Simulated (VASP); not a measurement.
# PtSe2 (P-3m1) in VASP: single point with LDA

Aim: the single point of PtSe2 with LDA.

Program: VASP 6.6.1. These are calculated values, not measurements. Logs are shortened: lines on timing, memory, paths and dates and some standing lists are left out, and cuts for length are marked.

### 1 The crystal as given

The structure is trigonal, space group P-3m1 (No. 164). Conventional cell: a = 3.724 Å, b = 3.724 Å, c = 5.062 Å, α = 90.00°, β = 90.00°, γ = 120.00°. Pt (site symmetry -3m) has 6 Se at 2.49 Å as nearest neighbours. Se (site symmetry 3m) is surrounded by 3 Pt at 2.49 Å.

### 2 Single point, LDA

Contents of INCAR:

```
ALGO     = Fast           # electronic algorithm
EDIFF    = 1E-6           # SCF threshold, eV
ENCUT    = 520            # plane-wave cutoff, eV
GGA      = CA             # functional
ISIF     = 2              # what is computed and relaxed
ISMEAR   = 0              # smearing method
LASPH    = True           # aspherical terms in the spheres
LCHARG   = True           # write CHGCAR
LELF     = True           # ELF
LREAL    = False          # projectors in reciprocal space
LVHAR    = True         
LWAVE    = False          # write WAVECAR
NBANDS   = 18             # bands
NELM     = 100            # most SCF steps
PREC     = Accurate       # precision mode
SIGMA    = 0.1            # smearing width, eV
```

Contents of KPOINTS:

```
k-points
0
Gamma
  6 6 4
```

Contents of POSCAR:

```
PtSe2
1.0
    3.7240006046      0.0000000000      0.0000000000
   -1.8620003023      3.2250791273      0.0000000000
    0.0000000000      0.0000000000      5.0620000000
Pt Se
1 2
Direct
    0.0000000000      0.0000000000      0.0000000000
    0.3333333333      0.6666666667      0.2500000000
    0.6666666667      0.3333333333      0.7500000000
```

Potentials or basis: VASP PAW LDA potentials, release 64 (Pt, Se).

Command:

```
> cat potpaw_LDA.64/Pt/POTCAR potpaw_LDA.64/Se/POTCAR > POTCAR
> mpirun -np 1 vasp_std > vasp.out
```

OUTCAR:

```text
EDIFF = 1E-6
   ENCUT = 520
   GGA = CA
   ISIF = 2
   ISMEAR = 0
   LASPH = True
   LREAL = False
   NELM = 100
   PREC = Accurate

 ion  position               nearest neighbor table
   1  0.000  0.000  0.000-   2 2.49   3 2.49   3 2.49   2 2.49   3 2.49   2 2.49
   2  0.333  0.667  0.250-   1 2.49   1 2.49   1 2.49
   3  0.667  0.333  0.750-   1 2.49   1 2.49   1 2.49

  LATTYP: Found a hexagonal cell.
 ALAT       =     3.7240006046
 C/A-ratio  =     1.3592908642

  Lattice vectors:

 A1 = (   3.7240006046,   0.0000000000,   0.0000000000)
 A2 = (  -1.8620003023,   3.2250791273,   0.0000000000)
 A3 = (   0.0000000000,   0.0000000000,   5.0620000000)

Analysis of symmetry for initial positions (statically):
=====================================================================
 Subroutine PRICEL returns:
 Original cell was already a primitive cell.

 Routine SETGRP: Setting up the symmetry group for a
 hexagonal supercell.

 Subroutine GETGRP returns: Found 12 space group operations
 (whereof 12 operations were pure point group operations)
 out of a pool of 24 trial point group operations.

The static configuration has the point symmetry D_3d.

Analysis of symmetry for dynamics (positions and initial velocities):
=====================================================================
 Subroutine PRICEL returns:
 Original cell was already a primitive cell.

 Routine SETGRP: Setting up the symmetry group for a
 hexagonal supercell.

 Subroutine GETGRP returns: Found 12 space group operations
 (whereof 12 operations were pure point group operations)
 out of a pool of 24 trial point group operations.

The dynamic configuration has the point symmetry D_3d.

 Subroutine INISYM returns: Found 12 space group operations
 (whereof 12 operations are pure point group operations),
 and found     1 'primitive' translations

----------------------------------------------------------------------------------------

                                     Primitive cell

  volume of cell :      60.7956

  direct lattice vectors                    reciprocal lattice vectors
     3.724000605  0.000000000  0.000000000     0.268528420  0.155034956  0.000000000
    -1.862000302  3.225079127  0.000000000     0.000000000  0.310069912  0.000000000
     0.000000000  0.000000000  5.062000000     0.000000000  0.000000000  0.197550375

  length of vectors
     3.724000605  3.724000605  5.062000000     0.310069912  0.310069912  0.197550375

  position of ions in fractional coordinates (direct lattice)
     0.000000000  0.000000000  0.000000000
     0.333333333  0.666666667  0.250000000
     0.666666667  0.333333333  0.750000000

  ion indices of the primitive-cell ions
   primitive index   ion index
                 1           1
                 2           2
                 3           3

----------------------------------------------------------------------------------------

 KPOINTS: k-points

Automatic generation of k-mesh.
 Grid dimensions read from file:
 generate k-points for:    6    6    4

 Generating k-lattice:

  Cartesian coordinates                     Fractional coordinates (reciprocal lattice)
     0.044754737  0.025839159  0.000000000     0.166666667  0.000000000  0.000000000
     0.000000000  0.051678319  0.000000000     0.000000000  0.166666667  0.000000000
     0.000000000  0.000000000  0.049387594     0.000000000  0.000000000  0.250000000

  Length of vectors
     0.051678319  0.051678319  0.049387594

  Shift w.r.t. Gamma in fractional coordinates (k-lattice)
     0.000000000  0.000000000  0.000000000

 Subroutine IBZKPT returns following result:
 ===========================================

 Found     24 irreducible k-points:

 Following reciprocal coordinates:
            Coordinates               Weight
  0.000000  0.000000  0.000000      1.000000
  0.166667  0.000000  0.000000      6.000000
  0.333333  0.000000  0.000000      6.000000
  0.500000  0.000000  0.000000      3.000000
  0.166667  0.166667  0.000000      6.000000
  0.333333  0.166667  0.000000     12.000000
[... 16 lines left out ...]
  0.333333  0.166667  0.500000     12.000000
  0.333333  0.333333  0.500000      2.000000
   k-points           NKPTS =     24   k-points in BZ     NKDIM =     24   number of bands    NBANDS=     18
   number of dos      NEDOS =    301   number of ions     NIONS =      3
   total plane-waves  NPLWV =  31360
   dimension x,y,z NGX =    28 NGY =   28 NGZ =   40
   dimension x,y,z NGXF=    56 NGYF=   56 NGZF=   80
   ions per type =               1   2
   NGX,Y,Z   is equivalent  to a cutoff of  12.50, 12.50, 13.14 a.u.
   NGXF,Y,Z  is equivalent  to a cutoff of  25.00, 25.00, 26.27 a.u.
 SYSTEM =  unknown system
   PREC   = accura    normal or accurate (medium, high low for compatibility)
   ISTART =      0    job   : 0-new  1-cont  2-samecut
   ICHARG =      2    charge: 1-file 2-atom 10-const
   ISPIN  =      1    spin polarized calculation?
   LNONCOLLINEAR =      F non collinear calculations
   LSORBIT =      F    spin-orbit coupling
   LASPH  =      T    aspherical Exc in radial PAW
   ENCUT  =  520.0 eV  38.22 Ry    6.18 a.u.   6.92  6.92  9.41*2*pi/ulx,y,z
   NELM   =    100;   NELMIN=  2; NELMDL= -5     # of ELM steps
   EDIFF  = 0.1E-05   stopping-criterion for ELM
   LREAL  =      F    real-space projection
   EDIFFG = 0.1E-04   stopping-criterion for IOM
   NSW    =      0    number of steps for IOM
   IBRION =     -1    ionic relax: 0-MD 1-quasi-New 2-CG
   NFREE  =      0    steps in history (QN), initial steepest desc. (CG)
   ISIF   =      2    stress and relaxation
   ISYM   =      2    0-nonsym 1-usesym 2-fastsym
   POTIM  = 0.5000    time-step for ionic-motion
   TEBEG  =    0.0;   TEEND  =   0.0 temperature during run
   PSTRESS=    0.0 pullay stress
   NELECT =      22.0000    total number of electrons
   NUPDOWN=      -1.0000    fix difference up-down
   EMIN   =  10.00;   EMAX   =-10.00  energy-range for DOS
   EFERMI =   0.00;   METHOD = LEGACY
   ISMEAR =     0;   SIGMA  =   0.10  broadening in eV -4-tet -1-fermi 0-gaus
   EFERMI_NEDOS =   21; number of points for ismear=-14 and -15
   IALGO  =     68    algorithm
   IMIX   =      4    mixing-type and parameters
     AMIX     =   0.40;   BMIX     =  1.00
     AMIX_MAG =   1.60;   BMIX_MAG =  1.00
  volume/ion in A,a.u.               =      20.27       136.76
  Fermi-wavevector in a.u.,A,eV,Ry     =   1.166608  2.204570 18.517180  1.360974
  Thomas-Fermi vector in A             =   2.303119
   LORBIT       =      0    0 simple, 1 ext, 2 COOP (PROOUT), +10 PAW based schemes
   GGA     = CA    functional components
   LHFCALC =     F    Hartree Fock is set to
   AEXX    =    0.0000 exact exchange contribution
   IVDW    =     0    specifies the selected vdW correction
   LEPSILON=     F    determine dielectric tensor
   LRPA    =     F    only Hartree local field effects (RPA)
 non-spin polarized calculation
 RMM-DIIS sequential band-by-band and
 Gauss-broadening in eV      SIGMA  =   0.10
  energy-cutoff  :      520.00
  volume of cell :       60.80
 maximum number of plane-waves:      1654
   NGX = 13   NGY = 13   NGZ = 19

 number of electron      21.9999998 magnetization

 Free energy of the ion-electron system (eV)
  ---------------------------------------------------
  ext. energy  EPLUGINS =         0.00000000
  ---------------------------------------------------
  free energy    TOTEN  =       -17.06150776 eV

  energy without entropy =      -17.05538648  energy(sigma->0) =      -17.05844712

 E-fermi :   6.4872     XC(G=0): -10.8998

 val. band max:        6.4811843323   @ k =   0.3333   0.3333   0.0000
 cond. band min:       6.4930449590   @ k =   0.0000   0.1667   0.2500
 fundamental gap:      0.0118606266
 Fermi energy:         6.4871651004

 k-point     1 :       0.0000    0.0000    0.0000
  band No.  band energies     occupation
      1      -9.2177      2.00000
      2      -6.3947      2.00000
      3      -0.6997      2.00000
      4       0.0040      2.00000
      5       0.0040      2.00000
      6       2.4954      2.00000
[... 10 lines left out ...]
     17      13.7496      0.00000
     18      18.2337      0.00000

 k-point     2 :       0.1667    0.0000    0.0000
  band No.  band energies     occupation
      1      -8.9116      2.00000
      2      -6.5291      2.00000
      3      -0.3412      2.00000
      4       0.1946      2.00000
      5       0.2302      2.00000
      6       1.9897      2.00000
[... 10 lines left out ...]
     17      14.6425      0.00000
     18      15.5055      0.00000

 k-point     3 :       0.3333    0.0000    0.0000
  band No.  band energies     occupation
      1      -8.1327      2.00000
      2      -6.8457      2.00000
      3      -0.0615      2.00000
      4       0.5528      2.00000
      5       0.7409      2.00000
      6       1.1547      2.00000
[... 10 lines left out ...]
     17      14.3613      0.00000
     18      15.2526      0.00000

 k-point     4 :       0.5000    0.0000    0.0000
  band No.  band energies     occupation
      1      -7.3692      2.00000
      2      -7.2892      2.00000
      3      -0.8539      2.00000
      4       0.6691      2.00000
      5       1.1709      2.00000
      6       2.2585      2.00000
[... 375 lines left out ...]
      4       0.1342      2.00000
      5       0.9371      2.00000
      6       1.6313      2.00000
[... 10 lines left out ...]
     17      14.6434      0.00000
     18      15.3714      0.00000

 k-point    23 :       0.3333    0.1667    0.5000
  band No.  band energies     occupation
      1      -7.3963      2.00000
      2      -7.1777      2.00000
      3      -0.6957      2.00000
      4       0.0613      2.00000
      5       0.9054      2.00000
      6       1.7471      2.00000
[... 10 lines left out ...]
     17      14.9284      0.00000
     18      16.2439      0.00000

 k-point    24 :       0.3333    0.3333    0.5000
  band No.  band energies     occupation
      1      -7.1756      2.00000
      2      -7.1756      2.00000
      3       0.0132      2.00000
      4       0.0132      2.00000
      5       0.1842      2.00000
      6       1.9713      2.00000
[... 10 lines left out ...]
     17      13.9557      0.00000
     18      16.5685      0.00000

------------------------ aborting loop because EDIFF is reached ----------------------------------------

  FORCE on cell =-STRESS in cart. coord.  units (eV):
  Direction    XX          YY          ZZ          XY          YZ          ZX
  --------------------------------------------------------------------------------------
  -------------------------------------------------------------------------------------
  Total        0.1291860      0.1291860     -0.3452983      0.0000000     -0.0000000      0.0000000
  in kB        3.4045024      3.4045024     -9.0998181      0.0000000     -0.0000000      0.0000000
  external PRESSURE =      -0.7636044 kB  Pullay stress =       0.0000000 kB

 VOLUME and BASIS-vectors are now :
 -----------------------------------------------------------------------------
  energy-cutoff  :      520.00
  volume of cell :       60.80
      direct lattice vectors                 reciprocal lattice vectors
     3.724000605  0.000000000  0.000000000     0.268528420  0.155034956  0.000000000
    -1.862000302  3.225079127  0.000000000     0.000000000  0.310069912  0.000000000
     0.000000000  0.000000000  5.062000000     0.000000000  0.000000000  0.197550375

 POSITION                                       TOTAL-FORCE (eV/Angst)
 -----------------------------------------------------------------------------------
      0.00000      0.00000      0.00000         0.000000      0.000000     -0.000000
     -0.00000      2.15005      1.26550         0.000000     -0.000000      0.242530
      1.86200      1.07503      3.79650        -0.000000      0.000000     -0.242530
 -----------------------------------------------------------------------------------
    total drift:                               -0.000000     -0.000000     -0.000000

  FREE ENERGIE OF THE ION-ELECTRON SYSTEM (eV)
  ---------------------------------------------------
  free  energy   TOTEN  =       -17.0615077568 eV

  energy  without entropy=      -17.0553864791  energy(sigma->0) =      -17.05844712
```

Run time: 20 s. Hardware: 1 thread of Intel Xeon Platinum 8488C (Sapphire Rapids), shared host; peak memory 0.16 GiB.

Results:

```yaml
Free_energy: -17.0615 eV
Pressure: -0.1 GPa
Largest_force: 0.243 eV/Å
Band_gap_on_the_k_mesh: none (metal or under the smearing width)
```

Forces in eV/Å, atoms in the order of the input:
```
Pt   0.000  0.000  0.000
Se   0.000  0.000  0.243
Se   0.000  0.000 -0.243
```

Stress tensor (GPa, compression positive):
```
 0.34  0.00  0.00
 0.00  0.34  0.00
 0.00  0.00 -0.91
```

Levels at points of the mesh, in eV from the Fermi level:
```
           k point  band 8  band 9  band 10  band 11  band 12  band 13  band 14  band 15
(0.00, 0.00, 0.00)   -2.54   -1.04    -1.04     0.42     1.47     1.47     3.53     4.07
(0.50, 0.00, 0.00)   -3.52   -3.47    -3.40    -2.96     0.65     2.37     4.76     5.76
(0.00, 0.00, 0.50)   -2.98   -1.68    -1.47    -1.47     2.32     2.32     4.75     6.25
(0.50, 0.00, 0.50)   -3.49   -3.19    -2.82    -1.35     1.00     1.50     4.54     4.66
```

Spin-orbit coupling is left out, which matters for the levels of Pt.
